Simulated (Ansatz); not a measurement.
This run works on a generated trial structure, not on a known crystal.

Input and command of a plane-wave DFT calculation in Ansatz:

```yaml
crystal:
  lattice:
    - [-3.634055097, 3.7270341458, 1.4335981202]
    - [-3.6669716955, -3.7678344468, 1.4541827919]
    - [0.0036944329, -0.0157674052, 5.7852081403]
  atoms:
    - { symbol: Li, position: [0.7302873326, 0.2409738798, 0.325963458] }
    - { symbol: Li, position: [0.734530197, 0.2895761619, 0.8009063463] }
    - { symbol: Li, position: [0.3075794363, 0.711518635, 0.3292946218] }
    - { symbol: Li, position: [0.2677977396, 0.7535784826, 0.7927905175] }
    - { symbol: Li, position: [0.2296277805, 0.232805478, 0.0539813933] }
    - { symbol: Li, position: [0.2391056877, 0.2715795948, 0.5642692922] }
    - { symbol: Li, position: [0.7639153386, 0.7848610658, 0.3118787325] }
    - { symbol: Li, position: [0.7271564878, 0.7151067021, 0.8209156383] }
basis:
  ecutwfc: 420
kpoints:
  mp_grid: { grid: [4, 4, 4] }
hamiltonian:
  xc: pbe
scf:
  occupations: { method: gaussian, width: 0.2 }
  lower_state_search: "off"
output:
  forces: true
  stress: true
  eigenvalues: true
relax:
  adjacent_minimum: "off"
  f_tol: 0.025
  max_steps: 60
  cell: { stress_tol: 0.25 }
```

```bash
ansatz run input.yaml --threads 1 --pin off --max-ram 2560MiB --backend cpu --events-out ev --progress --plain --runs-dir out
```

Processor: Arm Neoverse V1, 1 thread, on a host shared with other jobs.

How long does it run, and how much memory does it take?

About 3.3 min, peak memory 0.38 GiB. It solves 20 bands at 36 k points (after reduction by symmetry) with about 3169 plane waves (on the last cell), in 103 SCF iterations over 19 ionic steps.
